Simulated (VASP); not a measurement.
# MoP (P-6m2) in VASP: further runs

Aim: see how the results for MoP move with the level of theory and the settings. Levels: LDA, PBEsol. Tasks: relaxation of shape and atoms at fixed volume, relaxation of cell and atoms.

All numbers are computed with VASP 6.6.1; they aren't measurements. Logs are shortened: lines on timing, memory, paths and dates and some standing lists are left out, and cuts for length are marked.

## Step 1: The structure

It takes space group P-6m2 (No. 187, hexagonal). The conventional cell has a = 3.223 Å, b = 3.223 Å, c = 3.191 Å, α = 90.00°, β = 90.00°, γ = 120.00°. Around Mo (site symmetry -6m2) lie 6 P at 2.45 Å. P (site symmetry -6m2) is surrounded by 6 Mo at 2.45 Å.

## Step 2: Relaxation of shape and atoms at fixed volume, LDA (a relaxed cell with its volume scaled by 1.04)

Input file INCAR:

```
PREC = Accurate
ENCUT = 600
EDIFF = 1E-7
ISMEAR = 1
SIGMA = 0.1
LREAL = F
LASPH = T
NELM = 80
ALGO = Fast
ISIF = 4
LWAVE = F
LCHARG = F
IBRION = 2
NSW = 40
EDIFFG = -0.01
```

Input file KPOINTS:

```
regular mesh
0
Gamma
  15 15 11
```

Input file POSCAR:

```
MoP                                     
1.0
    3.2363820067      0.0000000000     -0.0000000000
   -1.6181910034      2.8027890342      0.0000000000
   -0.0000000000      0.0000000000      3.1993968208
  Mo              P             
     1     1
Direct
     0.0000000000000000    0.0000000000000000    1.0000000000000000
     0.3333333332999970    0.6666666667000030    0.5000000000000000
```

Potentials or basis: VASP PAW LDA potentials, release 64 (Mo_sv, P).

The run is started by

```console
$ cat potpaw_LDA.64/Mo_sv/POTCAR potpaw_LDA.64/P/POTCAR > POTCAR
$ mpirun -np 1 vasp_std > vasp.out
```

OUTCAR:

```text
PREC = Accurate
   ENCUT = 600
   EDIFF = 1E-7
   ISMEAR = 1
   LREAL = F
   LASPH = T
   NELM = 80
   ISIF = 4
   IBRION = 2
   NSW = 40
   EDIFFG = -0.01

 ion  position               nearest neighbor table
   1  0.000  0.000  0.000-   2 2.46   2 2.46   2 2.46   2 2.46   2 2.46   2 2.46
   2  0.333  0.667  0.500-   1 2.46   1 2.46   1 2.46   1 2.46   1 2.46   1 2.46

  LATTYP: Found a hexagonal cell.
 ALAT       =     3.2363820067
 C/A-ratio  =     0.9885720580

  Lattice vectors:

 A1 = (   3.2363820067,   0.0000000000,   0.0000000000)
 A2 = (  -1.6181910034,   2.8027890342,   0.0000000000)
 A3 = (   0.0000000000,   0.0000000000,   3.1993968208)

Analysis of symmetry for initial positions (statically):
=====================================================================
 Subroutine PRICEL returns:
 Original cell was already a primitive cell.

 Routine SETGRP: Setting up the symmetry group for a
 hexagonal supercell.

 Subroutine GETGRP returns: Found 12 space group operations
 (whereof 12 operations were pure point group operations)
 out of a pool of 24 trial point group operations.

The static configuration has the point symmetry D_3h.

Analysis of symmetry for dynamics (positions and initial velocities):
=====================================================================
 Subroutine PRICEL returns:
 Original cell was already a primitive cell.

 Routine SETGRP: Setting up the symmetry group for a
 hexagonal supercell.

 Subroutine GETGRP returns: Found 12 space group operations
 (whereof 12 operations were pure point group operations)
 out of a pool of 24 trial point group operations.

The dynamic configuration has the point symmetry D_3h.

 Subroutine INISYM returns: Found 12 space group operations
 (whereof 12 operations are pure point group operations),
 and found     1 'primitive' translations

----------------------------------------------------------------------------------------

                                     Primitive cell

  volume of cell :      29.0214

  direct lattice vectors                    reciprocal lattice vectors
     3.236382007  0.000000000  0.000000000     0.308987010  0.178393733  0.000000000
    -1.618191003  2.802789034  0.000000000     0.000000000  0.356787467  0.000000000
     0.000000000  0.000000000  3.199396821     0.000000000  0.000000000  0.312558915

  length of vectors
     3.236382007  3.236382007  3.199396821     0.356787467  0.356787467  0.312558915

  position of ions in fractional coordinates (direct lattice)
     0.000000000  0.000000000  0.000000000
     0.333333333  0.666666667  0.500000000

  ion indices of the primitive-cell ions
   primitive index   ion index
                 1           1
                 2           2

----------------------------------------------------------------------------------------

 KPOINTS: regular mesh

Automatic generation of k-mesh.
 Grid dimensions read from file:
 generate k-points for:   15   15   11

 Generating k-lattice:

  Cartesian coordinates                     Fractional coordinates (reciprocal lattice)
     0.020599134  0.011892916  0.000000000     0.066666667  0.000000000  0.000000000
     0.000000000  0.023785831  0.000000000     0.000000000  0.066666667  0.000000000
     0.000000000  0.000000000  0.028414447     0.000000000  0.000000000  0.090909091

  Length of vectors
     0.023785831  0.023785831  0.028414447

  Shift w.r.t. Gamma in fractional coordinates (k-lattice)
     0.000000000  0.000000000  0.000000000

 Subroutine IBZKPT returns following result:
 ===========================================

 Found    162 irreducible k-points:

 Following reciprocal coordinates:
            Coordinates               Weight
  0.000000  0.000000  0.000000      1.000000
  0.066667  0.000000  0.000000      6.000000
  0.133333  0.000000  0.000000      6.000000
  0.200000  0.000000  0.000000      6.000000
  0.266667  0.000000  0.000000      6.000000
  0.333333  0.000000  0.000000      6.000000
[... 16 lines left out ...]
  0.333333  0.200000  0.000000     12.000000
  0.400000  0.200000  0.000000      6.000000
 [... further k-points ...]
   k-points           NKPTS =    162   k-points in BZ     NKDIM =    162   number of bands    NBANDS=     13
   number of dos      NEDOS =    301   number of ions     NIONS =      2
   total plane-waves  NPLWV =  21952
   dimension x,y,z NGX =    28 NGY =   28 NGZ =   28
   dimension x,y,z NGXF=    56 NGYF=   56 NGZF=   56
   ions per type =               1   1
   NGX,Y,Z   is equivalent  to a cutoff of  14.38, 14.38, 14.55 a.u.
   NGXF,Y,Z  is equivalent  to a cutoff of  28.77, 28.77, 29.10 a.u.
 SYSTEM =  unknown system
   PREC   = accura    normal or accurate (medium, high low for compatibility)
   ISTART =      0    job   : 0-new  1-cont  2-samecut
   ICHARG =      2    charge: 1-file 2-atom 10-const
   ISPIN  =      1    spin polarized calculation?
   LNONCOLLINEAR =      F non collinear calculations
   LSORBIT =      F    spin-orbit coupling
   LASPH  =      T    aspherical Exc in radial PAW
   ENCUT  =  600.0 eV  44.10 Ry    6.64 a.u.   6.46  6.46  6.39*2*pi/ulx,y,z
   NELM   =     80;   NELMIN=  2; NELMDL= -5     # of ELM steps
   EDIFF  = 0.1E-06   stopping-criterion for ELM
   LREAL  =      F    real-space projection
   EDIFFG = -.1E-01   stopping-criterion for IOM
   NSW    =     40    number of steps for IOM
   IBRION =      2    ionic relax: 0-MD 1-quasi-New 2-CG
   NFREE  =      1    steps in history (QN), initial steepest desc. (CG)
   ISIF   =      4    stress and relaxation
   ISYM   =      2    0-nonsym 1-usesym 2-fastsym
   POTIM  = 0.5000    time-step for ionic-motion
   TEBEG  =    0.0;   TEEND  =   0.0 temperature during run
   PSTRESS=    0.0 pullay stress
   NELECT =      19.0000    total number of electrons
   NUPDOWN=      -1.0000    fix difference up-down
   EMIN   =  10.00;   EMAX   =-10.00  energy-range for DOS
   EFERMI =   0.00;   METHOD = LEGACY
   ISMEAR =     1;   SIGMA  =   0.10  broadening in eV -4-tet -1-fermi 0-gaus
   EFERMI_NEDOS =   21; number of points for ismear=-14 and -15
   IALGO  =     68    algorithm
   IMIX   =      4    mixing-type and parameters
     AMIX     =   0.40;   BMIX     =  1.00
     AMIX_MAG =   1.60;   BMIX_MAG =  1.00
  volume/ion in A,a.u.               =      14.51        97.92
  Fermi-wavevector in a.u.,A,eV,Ry     =   1.421521  2.686285 27.493590  2.020722
  Thomas-Fermi vector in A             =   2.542322
   LORBIT       =      0    0 simple, 1 ext, 2 COOP (PROOUT), +10 PAW based schemes
   GGA     = CA    functional components
   LHFCALC =     F    Hartree Fock is set to
   AEXX    =    0.0000 exact exchange contribution
   IVDW    =     0    specifies the selected vdW correction
   LEPSILON=     F    determine dielectric tensor
   LRPA    =     F    only Hartree local field effects (RPA)
 conjugate gradient relaxation of ions
 non-spin polarized calculation
 RMM-DIIS sequential band-by-band and
 Methfessel and Paxton  Order N= 1 SIGMA  =   0.10
  energy-cutoff  :      600.00
  volume of cell :       29.02
 maximum number of plane-waves:       991
 NGX is ok and might be reduce to    28
   NGX = 13   NGY = 13   NGZ = 13

--------------------------------------- Ionic step        1  -------------------------------------------

 number of electron      18.9999999 magnetization

 Free energy of the ion-electron system (eV)
  ---------------------------------------------------
  ext. energy  EPLUGINS =         0.00000000
  ---------------------------------------------------
  free energy    TOTEN  =       -19.68699034 eV

  energy without entropy =      -19.68647177  energy(sigma->0) =      -19.68681749

------------------------ aborting loop because EDIFF is reached ----------------------------------------

  FORCE on cell =-STRESS in cart. coord.  units (eV):
  Direction    XX          YY          ZZ          XY          YZ          ZX
  --------------------------------------------------------------------------------------
  -------------------------------------------------------------------------------------
  Total       -1.4903452     -1.4903452     -1.9098026      0.0000000      0.0000000      0.0000000
  in kB      -82.2771347    -82.2771347   -105.4340219      0.0000000      0.0000000      0.0000000
  external PRESSURE =     -89.9960971 kB  Pullay stress =       0.0000000 kB
[... 57 lines left out ...]
  energy  without entropy=      -19.6877541092  energy(sigma->0) =      -19.68800256

--------------------------------------- Ionic step        3  -------------------------------------------

 number of electron      18.9999999 magnetization

 Free energy of the ion-electron system (eV)
  ---------------------------------------------------
  ext. energy  EPLUGINS =         0.00000000
  ---------------------------------------------------
  free energy    TOTEN  =       -19.68818499 eV

  energy without entropy =      -19.68779944  energy(sigma->0) =      -19.68805647

 E-fermi :  11.6563     XC(G=0): -12.6958

 val. band max:       11.6133421486   @ k =   0.2667   0.0667   0.3636
 cond. band min:      11.6635077668   @ k =   0.4000   0.0000   0.0909
 fundamental gap:      0.0501656182
 Fermi energy:        11.6563191167

 k-point     1 :       0.0000    0.0000    0.0000
  band No.  band energies     occupation
      1     -49.1992      2.00000
      2     -23.5300      2.00000
      3     -23.3369      2.00000
      4     -23.3369      2.00000
      5      -2.1420      2.00000
      6       7.5084      2.00000
      7       8.3194      2.00000
      8       8.3194      2.00000
      9      11.0585      2.00000
     10      11.9333     -0.00064
     11      11.9333     -0.00064
     12      15.7130      0.00000
     13      15.7130      0.00000
[... 353 lines left out ...]
 k-point    24 :       0.4000    0.2000    0.0000
  band No.  band energies     occupation
      1     -49.1660      2.00000
      2     -23.6246      2.00000
      3     -23.4834      2.00000
      4     -23.4821      2.00000
      5       0.6686      2.00000
      6       4.8487      2.00000
      7       7.1209      2.00000
      8       7.9620      2.00000
      9      10.5303      2.00000
     10      10.8276      2.00000
     11      12.4768     -0.00000
     12      13.2090     -0.00000
     13      17.6488      0.00000

 [... further k-points ...]
[... 5 lines left out ...]
  --------------------------------------------------------------------------------------
  -------------------------------------------------------------------------------------
  Total       -1.5752227     -1.5752227     -1.5703903      0.0000000      0.0000000      0.0000000
  in kB      -86.9629482    -86.9629482    -86.6961672      0.0000000      0.0000000      0.0000000
  external PRESSURE =     -86.8740212 kB  Pullay stress =       0.0000000 kB
[... 17 lines left out ...]
  FREE ENERGIE OF THE ION-ELECTRON SYSTEM (eV)
  ---------------------------------------------------
  free  energy   TOTEN  =       -19.6881849884 eV

  energy  without entropy=      -19.6877994368  energy(sigma->0) =      -19.68805647

 reached required accuracy - stopping structural energy minimisation
```

It took 3.1 min on 1 thread of Intel Xeon Platinum 8175M at 2.50GHz (Skylake/Cascade Lake), shared host; peak memory 0.2 GiB.

What came out:

| Quantity | Value |
| --- | --- |
| Free energy | -19.6882 eV |
| Energy gained by relaxing | 0.6 meV/atom |
| Ionic steps | 3 |
| Pressure after relaxing | -8.7 GPa |
| Band gap on the k mesh | none (metal or under the smearing width) |

Step by step:
```tsv
step	energy change (eV)	largest force (eV/Å)	pressure (GPa)
1	0.0000	0.0000	-9.00
2	-0.0011	0.0000	-8.61
3	-0.0012	0.0000	-8.69
```

Final structure:
```
Mo P
1.0
     3.24543    0.00000    0.00000
    -1.62272    2.81063    0.00000
     0.00000    0.00000    3.18158
Mo P
1 1
Direct
  0.00000 0.00000 0.00000
  0.33333 0.66667 0.50000
```

(Continued in part 2 of 2.)
